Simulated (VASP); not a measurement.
**MgO2 under changes of volume**

One of the cells (9.893 Å³/atom); the others are scaled copies at fixed shape and fractional positions:

```xyz
3
Lattice="1.5755 0.9096 3.4516 -1.5755 0.9096 3.4516 0.0000 -1.8192 3.4516" Properties=species:S:1:pos:R:3 pbc="T T T"
Mg    0.0000    0.0000    0.0000
O     0.0000    0.0000    5.9027
O     0.0000    0.0000    4.4520
```

The cell comes from a database or a generator and needn't be the stable form of this composition.

| Item | Value |
| --- | --- |
| Program | VASP 6.6.1 |
| Functional | HSE06 |
| Potentials or basis | VASP PAW PBE potentials, release 64 (Mg, O) |
| Cutoff | 520 eV |
| k mesh | 6 × 6 × 6 |
| Occupations | gaussian, width 0.02 eV |
| Spin | no spin polarisation |

```csv
volume (Å³/atom),energy over the lowest point (meV/atom),pressure (GPa),gap on the mesh (eV),largest force (eV/Å)
9.497,9.78,7.2,5.25,0.318
9.695,?,?,?,?
9.893,0.00,0.4,4.94,0.027
10.091,1.00,-2.5,4.79,0.105
10.289,5.46,-5.2,4.65,0.229
```

What does the run at 9.695 Å³/atom give?

Energy over the lowest point 2.77 meV/atom; pressure 3.6 GPa; gap on the mesh 5.09 eV; largest force 0.168 eV/Å.

Worked out: A Birch-Murnaghan fit of order 2 (a polynomial in V^(-2/3)) to the other rows has its minimum at 9.94 Å³/atom with B0 = V·E''(V) = 151 GPa at fixed shape and positions, which overstates the stiffness. It gives 2.79 meV/atom at 9.695 Å³/atom, against the run's 2.77, and -dE/dV = 3.9 GPa, against 3.6. A straight line through the other rows of the gap, of slope -7.51 eV per unit of ln V (its deformation potential), gives 5.09 eV, against the run's 5.09.

Energies are extrapolated to zero smearing.

Caveats: the PAW data sets were made with another functional, which shifts forces and pressure a little.

A mesh can miss the band edges.
